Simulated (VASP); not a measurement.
# Ba in VASP: work function with PBE

Aim: the work function of Ba with PBE.

All numbers are computed with VASP 6.6.1; they aren't measurements. Logs are shortened: lines on timing, memory, paths and dates and some standing lists are left out, and cuts for length are marked.

### 1 The cell of the first run

The cell holds a slab with vacuum, 4 atoms: a = 4.141 Å, b = 6.912 Å, c = 23.848 Å, α = 90.00°, β = 90.00°, γ = 74.51°.

The slab is cut from a database's or a generator's crystal, which needn't be the stable form of the element.

### 2 Work function, PBE (the (1 1 1) slab of Ba, cut from the database cell, not relaxed)

Contents of INCAR:

```
ALGO = Normal
DIPOL = 0.5 0.5 0.500
EDIFF = 1E-6
ENCUT = 520
GGA = PE
IDIPOL = 3
ISIF = 2
ISMEAR = 0
LASPH = T
LCHARG = T
LDIPOL = T
LELF = T
LREAL = F
LVACPOTAV = T
LVHAR = T
LWAVE = F
NELM = 100
PREC = Accurate
SIGMA = 0.05
```

Contents of KPOINTS:

```
k-points
0
Gamma
  7 4 1
```

Contents of POSCAR:

```
Ba
1.0
    4.1405947640      0.0000000000      0.0000000000
    1.8461236696      6.6610755435      0.0000000000
    0.0000000000      0.0000000000     23.8482756677
Ba
4
Direct
    0.6735181406      0.7322527195      0.3144881460
    0.3470362812      0.4645054390      0.4381627153
    0.0205544218      0.1967581585      0.5618372847
    0.6940725624      0.9290108780      0.6855118540
```

Potentials or basis: VASP PAW PBE potentials, release 64 (Ba_sv).

Launch:

```bash
cat potpaw_PBE.64/Ba_sv/POTCAR > POTCAR
mpirun -np 1 vasp_std > vasp.out
```

OUTCAR:

```text
EDIFF = 1E-6
   ENCUT = 520
   GGA = PE
   ISIF = 2
   ISMEAR = 0
   LASPH = T
   LREAL = F
   NELM = 100
   PREC = Accurate

 ion  position               nearest neighbor table
   1  0.674  0.732  0.314-   2 3.91   2 4.14
   2  0.347  0.465  0.438-   1 3.91   3 3.91   1 4.14   3 4.14
   3  0.021  0.197  0.562-   4 3.91   2 3.91   4 4.14   2 4.14
   4  0.694  0.929  0.686-   3 3.91   3 4.14

  LATTYP: Found a simple monoclinic cell.
 ALAT       =     4.1405947640
 B/A-ratio  =     5.7596256159
 C/A-ratio  =     1.6693665572
 COS(beta)  =    -0.2670830659

  Lattice vectors:

 A1 = (   4.1405947640,   0.0000000000,   0.0000000000)
 A2 = (   0.0000000000,   0.0000000000,  23.8482756677)
 A3 = (  -1.8461236696,  -6.6610755435,   0.0000000000)

Analysis of symmetry for initial positions (statically):
=====================================================================
 Subroutine PRICEL returns:
 Original cell was already a primitive cell.

 Routine SETGRP: Setting up the symmetry group for a
 simple monoclinic supercell.

 Subroutine GETGRP returns: Found  2 space group operations
 (whereof  1 operations were pure point group operations)
 out of a pool of  4 trial point group operations.

The static configuration has the point symmetry C_1 .
 The point group associated with its full space group is S_2 .

Analysis of symmetry for dynamics (positions and initial velocities):
=====================================================================
 Subroutine PRICEL returns:
 Original cell was already a primitive cell.

 Routine SETGRP: Setting up the symmetry group for a
 simple monoclinic supercell.

 Subroutine GETGRP returns: Found  2 space group operations
 (whereof  1 operations were pure point group operations)
 out of a pool of  4 trial point group operations.

The dynamic configuration has the point symmetry C_1 .
 The point group associated with its full space group is S_2 .

 Subroutine INISYM returns: Found  2 space group operations
 (whereof  1 operations are pure point group operations),
 and found     1 'primitive' translations

----------------------------------------------------------------------------------------

                                     Primitive cell

  volume of cell :     657.7549

  direct lattice vectors                    reciprocal lattice vectors
     4.140594764  0.000000000  0.000000000     0.241511198 -0.066935067  0.000000000
     1.846123670  6.661075543  0.000000000     0.000000000  0.150125906  0.000000000
     0.000000000  0.000000000 23.848275668     0.000000000  0.000000000  0.041931753

  length of vectors
     4.140594764  6.912170426 23.848275668     0.250615167  0.150125906  0.041931753

  position of ions in fractional coordinates (direct lattice)
     0.673518141  0.732252720  0.314488146
     0.347036281  0.464505439  0.438162715
     0.020554422  0.196758159  0.561837285
     0.694072562  0.929010878  0.685511854

  ion indices of the primitive-cell ions
   primitive index   ion index
                 1           1
                 2           2
                 3           3
                 4           4

----------------------------------------------------------------------------------------

 KPOINTS: k-points

Automatic generation of k-mesh.
 Grid dimensions read from file:
 generate k-points for:    7    4    1

 Generating k-lattice:

  Cartesian coordinates                     Fractional coordinates (reciprocal lattice)
     0.034501600 -0.009562152  0.000000000     0.142857143 -0.000000000  0.000000000
     0.000000000  0.037531476  0.000000000     0.000000000  0.250000000  0.000000000
     0.000000000  0.000000000  0.041931753     0.000000000  0.000000000  1.000000000

  Length of vectors
     0.035802167  0.037531476  0.041931753

  Shift w.r.t. Gamma in fractional coordinates (k-lattice)
     0.000000000  0.000000000  0.000000000

 Subroutine IBZKPT returns following result:
 ===========================================

 Found     15 irreducible k-points:

 Following reciprocal coordinates:
            Coordinates               Weight
  0.000000  0.000000  0.000000      1.000000
  0.142857  0.000000  0.000000      2.000000
  0.285714  0.000000  0.000000      2.000000
  0.428571  0.000000  0.000000      2.000000
  0.000000  0.250000  0.000000      2.000000
  0.142857  0.250000  0.000000      2.000000
  0.285714  0.250000  0.000000      2.000000
  0.428571  0.250000  0.000000      2.000000
 -0.428571  0.250000  0.000000      2.000000
 -0.285714  0.250000  0.000000      2.000000
 -0.142857  0.250000  0.000000      2.000000
  0.000000  0.500000  0.000000      1.000000
  0.142857  0.500000  0.000000      2.000000
  0.285714  0.500000  0.000000      2.000000
  0.428571  0.500000  0.000000      2.000000
   k-points           NKPTS =     15   k-points in BZ     NKDIM =     15   number of bands    NBANDS=     24
   number of dos      NEDOS =    301   number of ions     NIONS =      4
   total plane-waves  NPLWV = 311040
   dimension x,y,z NGX =    32 NGY =   54 NGZ =  180
   dimension x,y,z NGXF=    64 NGYF=  108 NGZF=  360
   ions per type =               4
   NGX,Y,Z   is equivalent  to a cutoff of  12.85, 12.99, 12.55 a.u.
   NGXF,Y,Z  is equivalent  to a cutoff of  25.70, 25.98, 25.10 a.u.
 SYSTEM =  unknown system
   PREC   = accura    normal or accurate (medium, high low for compatibility)
   ISTART =      0    job   : 0-new  1-cont  2-samecut
   ICHARG =      2    charge: 1-file 2-atom 10-const
   ISPIN  =      1    spin polarized calculation?
   LNONCOLLINEAR =      F non collinear calculations
   LSORBIT =      F    spin-orbit coupling
   LASPH  =      T    aspherical Exc in radial PAW
   ENCUT  =  520.0 eV  38.22 Ry    6.18 a.u.   7.70 12.85 44.34*2*pi/ulx,y,z
   NELM   =    100;   NELMIN=  2; NELMDL= -5     # of ELM steps
   EDIFF  = 0.1E-05   stopping-criterion for ELM
   LREAL  =      F    real-space projection
   EDIFFG = 0.1E-04   stopping-criterion for IOM
   NSW    =      0    number of steps for IOM
   IBRION =     -1    ionic relax: 0-MD 1-quasi-New 2-CG
   NFREE  =      0    steps in history (QN), initial steepest desc. (CG)
   ISIF   =      2    stress and relaxation
   ISYM   =      2    0-nonsym 1-usesym 2-fastsym
   POTIM  = 0.5000    time-step for ionic-motion
   TEBEG  =    0.0;   TEEND  =   0.0 temperature during run
   PSTRESS=    0.0 pullay stress
   NELECT =      40.0000    total number of electrons
   NUPDOWN=      -1.0000    fix difference up-down
   EMIN   =  10.00;   EMAX   =-10.00  energy-range for DOS
   EFERMI =   0.00;   METHOD = LEGACY
   ISMEAR =     0;   SIGMA  =   0.05  broadening in eV -4-tet -1-fermi 0-gaus
   EFERMI_NEDOS =   21; number of points for ismear=-14 and -15
   IALGO  =     38    algorithm
   IMIX   =      4    mixing-type and parameters
     AMIX     =   0.40;   BMIX     =  1.00
     AMIX_MAG =   1.60;   BMIX_MAG =  1.00
  volume/ion in A,a.u.               =     164.44      1109.69
  Fermi-wavevector in a.u.,A,eV,Ry     =   0.643784  1.216575  5.639040  0.414458
  Thomas-Fermi vector in A             =   1.710897
   LORBIT       =      0    0 simple, 1 ext, 2 COOP (PROOUT), +10 PAW based schemes
   GGA     = PE    functional components
   LHFCALC =     F    Hartree Fock is set to
   AEXX    =    0.0000 exact exchange contribution
   IVDW    =     0    specifies the selected vdW correction
   LEPSILON=     F    determine dielectric tensor
   LRPA    =     F    only Hartree local field effects (RPA)
 non-spin polarized calculation
 Gauss-broadening in eV      SIGMA  =   0.05
  energy-cutoff  :      520.00
  volume of cell :      657.75
 maximum number of plane-waves:     17742
   NGX = 15   NGY = 25   NGZ = 89

 dipolmoment           0.000000      0.000000      0.000000 electrons x Angstroem

 number of electron      39.9999999 magnetization

 dipolmoment           0.000000      0.000000     -0.000001 electrons x Angstroem

 Free energy of the ion-electron system (eV)
  ---------------------------------------------------
  ext. energy  EPLUGINS =         0.00000000
  ---------------------------------------------------
  free energy    TOTEN  =        -4.56287507 eV

  energy without entropy =       -4.54779628  energy(sigma->0) =       -4.55533568

 E-fermi :  -0.6905     XC(G=0):  -3.8416

 val. band max:       -0.6983456938   @ k =   0.0000   0.2500   0.0000
 cond. band min:      -0.6775957559   @ k =   0.1429   0.2500   0.0000
 fundamental gap:      0.0207499379
 Fermi energy:        -0.6904566970

 k-point     1 :       0.0000    0.0000    0.0000
  band No.  band energies     occupation
      1     -30.3209      2.00000
      2     -30.3208      2.00000
      3     -29.7251      2.00000
      4     -29.6746      2.00000
      5     -15.6223      2.00000
      6     -15.5880      2.00000
[... 16 lines left out ...]
     23      -0.5873      0.00352
     24      -0.4012      0.00000

 k-point     2 :       0.1429    0.0000    0.0000
  band No.  band energies     occupation
      1     -30.3145      2.00000
      2     -30.3144      2.00000
      3     -29.7167      2.00000
      4     -29.6706      2.00000
      5     -15.6029      2.00000
      6     -15.5776      2.00000
[... 16 lines left out ...]
     23      -0.4137      0.00000
     24      -0.2290      0.00000

 k-point     3 :       0.2857    0.0000    0.0000
  band No.  band energies     occupation
      1     -30.3001      2.00000
      2     -30.3001      2.00000
      3     -29.6966      2.00000
      4     -29.6624      2.00000
      5     -15.5761      2.00000
      6     -15.5572      2.00000
[... 16 lines left out ...]
     23      -0.1969      0.00000
     24      -0.0909      0.00000

 k-point     4 :       0.4286    0.0000    0.0000
  band No.  band energies     occupation
      1     -30.2885      2.00000
      2     -30.2885      2.00000
      3     -29.6779      2.00000
      4     -29.6584      2.00000
      5     -15.6528      2.00000
      6     -15.6424      2.00000
[... 16 lines left out ...]
     23      -0.3070      0.00000
     24      -0.1556      0.00000

 k-point     5 :       0.0000    0.2500    0.0000
  band No.  band energies     occupation
      1     -30.3208      2.00000
      2     -30.3208      2.00000
      3     -29.7250      2.00000
      4     -29.6747      2.00000
      5     -15.6228      2.00000
      6     -15.5881      2.00000
[... 16 lines left out ...]
     23      -0.4929      0.00000
     24      -0.4141      0.00000

 k-point     6 :       0.1429    0.2500    0.0000
  band No.  band energies     occupation
      1     -30.3145      2.00000
      2     -30.3144      2.00000
      3     -29.7166      2.00000
      4     -29.6706      2.00000
      5     -15.6032      2.00000
      6     -15.5776      2.00000
[... 16 lines left out ...]
     23      -0.4030      0.00000
     24      -0.2262      0.00000
[... 136 lines left out ...]
 k-point    12 :       0.0000    0.5000    0.0000
  band No.  band energies     occupation
      1     -30.3208      2.00000
      2     -30.3208      2.00000
      3     -29.7249      2.00000
      4     -29.6748      2.00000
      5     -15.6233      2.00000
      6     -15.5882      2.00000
[... 16 lines left out ...]
     23      -0.4278      0.00000
     24      -0.1363      0.00000

 k-point    13 :       0.1429    0.5000    0.0000
  band No.  band energies     occupation
      1     -30.3145      2.00000
      2     -30.3144      2.00000
      3     -29.7165      2.00000
      4     -29.6707      2.00000
      5     -15.6037      2.00000
      6     -15.5777      2.00000
[... 16 lines left out ...]
     23      -0.3371      0.00000
     24      -0.0856      0.00000

 k-point    14 :       0.2857    0.5000    0.0000
  band No.  band energies     occupation
      1     -30.3001      2.00000
      2     -30.3001      2.00000
      3     -29.6964      2.00000
      4     -29.6626      2.00000
      5     -15.5768      2.00000
      6     -15.5573      2.00000
[... 16 lines left out ...]
     23      -0.2029      0.00000
     24      -0.0818      0.00000

 k-point    15 :       0.4286    0.5000    0.0000
  band No.  band energies     occupation
      1     -30.2885      2.00000
      2     -30.2885      2.00000
      3     -29.6778      2.00000
      4     -29.6585      2.00000
      5     -15.6533      2.00000
      6     -15.6424      2.00000
[... 16 lines left out ...]
     23      -0.2861      0.00000
     24      -0.0852      0.00000

------------------------ aborting loop because EDIFF is reached ----------------------------------------

  FORCE on cell =-STRESS in cart. coord.  units (eV):
  Direction    XX          YY          ZZ          XY          YZ          ZX
  --------------------------------------------------------------------------------------
  -------------------------------------------------------------------------------------
  Total        3.2516827     -2.4915609      1.8007988      0.5509552     -2.9216553     -0.8948866
  in kB        7.9205378     -6.0690124      4.3864351      1.3420318     -7.1166480     -2.1797894
  external PRESSURE =       2.0793202 kB  Pullay stress =       0.0000000 kB

 VOLUME and BASIS-vectors are now :
 -----------------------------------------------------------------------------
  energy-cutoff  :      520.00
  volume of cell :      657.75
      direct lattice vectors                 reciprocal lattice vectors
     4.140594764  0.000000000  0.000000000     0.241511198 -0.066935067  0.000000000
     1.846123670  6.661075543  0.000000000     0.000000000  0.150125906  0.000000000
     0.000000000  0.000000000 23.848275668     0.000000000  0.000000000  0.041931753

 POSITION                                       TOTAL-FORCE (eV/Angst)
 -----------------------------------------------------------------------------------
      4.14059      4.87759      7.50000         0.102434      0.334012     -0.234953
      2.29447      3.09411     10.44943        -0.003867     -0.011687      0.092767
      0.44835      1.31062     13.39885         0.003867      0.011687     -0.092767
      4.58894      6.18821     16.34828        -0.102434     -0.334012      0.234953
 -----------------------------------------------------------------------------------
    total drift:                                0.000009     -0.000005     -0.000014

  FREE ENERGIE OF THE ION-ELECTRON SYSTEM (eV)
  ---------------------------------------------------
  free  energy   TOTEN  =        -4.5628750745 eV

  energy  without entropy=       -4.5477962795  energy(sigma->0) =       -4.55533568

 vacuum level on the upper side and lower side of the slab         1.597         1.597
```

It took 14 min on 1 thread of AMD EPYC, shared host; peak memory 0.69 GiB.

What came out:

* Free energy: -4.5629 eV
* Largest force: 0.421 eV/Å
* Band gap on the k mesh: none (metal or under the smearing width)
* Work function of the upper face: 2.29 eV
* Work function of the lower face: 2.29 eV

Forces on the atoms (eV/Å):
```
Ba   0.102  0.334 -0.235
Ba  -0.004 -0.012  0.093
Ba   0.004  0.012 -0.093
Ba  -0.102 -0.334  0.235
```

Levels at points of the mesh, in eV from the Fermi level:
| k point | band 17 | band 18 | band 19 | band 20 | band 21 | band 22 | band 23 | band 24 |
| --- | --- | --- | --- | --- | --- | --- | --- | --- |
| (0.00, 0.00, 0.00) | -2.16 | -1.66 | -0.94 | -0.60 | -0.10 | 0.07 | 0.10 | 0.29 |
| (0.00, 0.50, 0.00) | -1.63 | -1.33 | -0.96 | -0.74 | -0.11 | 0.02 | 0.26 | 0.55 |

The run has no spin-orbit coupling, so splittings on Ba are missing.
